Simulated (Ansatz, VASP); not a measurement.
## Two plane-wave programs on SnO2

INCAR

```
SYSTEM = SnO2
ALGO = Normal
EDIFF = 1E-7
ENCUT = 520
GGA = PE
ISIF = 2
ISMEAR = -1
LASPH = .True.
LCHARG = .False.
LREAL = .False.
LWAVE = .False.
NBANDS = 20
NELM = 60
PREC = Accurate
SIGMA = 0.05
```

Contents of KPOINTS:

```
k-points
0
Gamma
  9 9 9
  0 0 0
```

File POSCAR:

```
SnO2
1.0
    0.0000000000      2.6246363468      2.6246363468
    2.6246363468      0.0000000000      2.6246363468
    2.6246363468      2.6246363468      0.0000000000
Sn O
1 2
Direct
    0.0000000000      0.0000000000      0.0000000000
    0.7500000000      0.7500000000      0.7500000000
    0.2500000000      0.2500000000      0.2500000000
```

The input input.yaml:

```yaml
crystal:
  lattice:
    - [0.0, 2.6246363468, 2.6246363468]
    - [2.6246363468, 0.0, 2.6246363468]
    - [2.6246363468, 2.6246363468, 0.0]
  atoms:
    - { symbol: Sn, position: [0.0, 0.0, 0.0] }
    - { symbol: O, position: [0.75, 0.75, 0.75] }
    - { symbol: O, position: [0.25, 0.25, 0.25] }
hamiltonian:
  xc: pbe
  pseudopotentials: { kind: paw }
kpoints:
  mp_grid: { grid: [9, 9, 9] }
scf:
  occupations: { method: fermi_dirac, width: 0.05 }
output:
  forces: true
  stress: true
  eigenvalues: true
```

Change from the starting cell: volume scaled by 1.06.

Alike in both runs: task single point; functional PBE; k mesh 9 × 9 × 9; occupations fermi-dirac, width 0.05 eV; no spin polarisation.

|  | VASP | Ansatz |
| --- | --- | --- |
| version | VASP 6.6.1 | Ansatz 0.2.0 |
| potentials or method | VASP PAW PBE potentials, release 64 (Sn_d, O) | Ansatz PAW |
| plane-wave cutoff (eV) | 520 | 420 |
| valence electrons in the cell | 26 | 26 |

|  | VASP | Ansatz | Ansatz less VASP |
| --- | --- | --- | --- |
| gap on the k mesh at the Fermi level (eV) | none | none | - |
| pressure (GPa) | -9.4 | -9.8 | -0.35 |

A gap of «none» marks a metal or a gap that the smearing closes.

Caveats: the pressure holds a Pulay correction of +0.9 GPa for the finite cutoff (Ansatz).
